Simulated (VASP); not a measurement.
Input of a VASP 6.6.1 run:

Contents of INCAR:

```
SYSTEM = SnO2
PREC = Accurate ; ENCUT = 600
EDIFF = 1E-6 ; ISMEAR = 0
SIGMA = 0.03 ; LREAL = .FALSE.
LASPH = .TRUE. ; NELM = 80
ALGO = Normal ; ISIF = 3
LWAVE = .FALSE. ; LCHARG = .FALSE.
GGA = PS ; IBRION = 2
NSW = 90 ; EDIFFG = -0.01
KPAR = 4
```

The input KPOINTS:

```
regular mesh
0
G
  6 6 8
  0 0 0
```

The input POSCAR:

```
SnO2
1.0
    4.7380000000      0.0000000000      0.0000000000
    0.0000000000      4.7380000000      0.0000000000
    0.0000000000      0.0000000000      3.1865000000
Sn O
2 4
Direct
    0.0000000000      0.0000000000      0.0000000000
    0.5000000000      0.5000000000      0.5000000000
    0.3071000000      0.3071000000      0.0000000000
    0.1929000000      0.8071000000      0.5000000000
    0.6929000000      0.6929000000      0.0000000000
    0.8071000000      0.1929000000      0.5000000000
```

Potentials or basis: VASP PAW PBE potentials, release 64 (Sn_d, O).

Run with:

```console
$ cat potpaw_PBE.64/Sn_d/POTCAR potpaw_PBE.64/O/POTCAR > POTCAR
$ mpirun -np 4 vasp_std > vasp.out
```

Task: Predict the relaxed volume.

Result: 12.20 Å³/atom.

Task: Estimate the band gap on the k mesh.

Result: 0.89 eV, direct.

Forces on the atoms (eV/Å):
```
Sn   0.000  0.000  0.000
Sn   0.000  0.000  0.000
O   -0.006 -0.006  0.000
O    0.006 -0.006  0.000
O    0.006  0.006  0.000
O   -0.006  0.006  0.000
```

Caveat: the PAW data sets were made with another functional, which shifts forces and pressure a little; spin-orbit coupling is left out, which moves the levels of the heavy elements. Zero-point motion and thermal expansion aren't in these numbers.
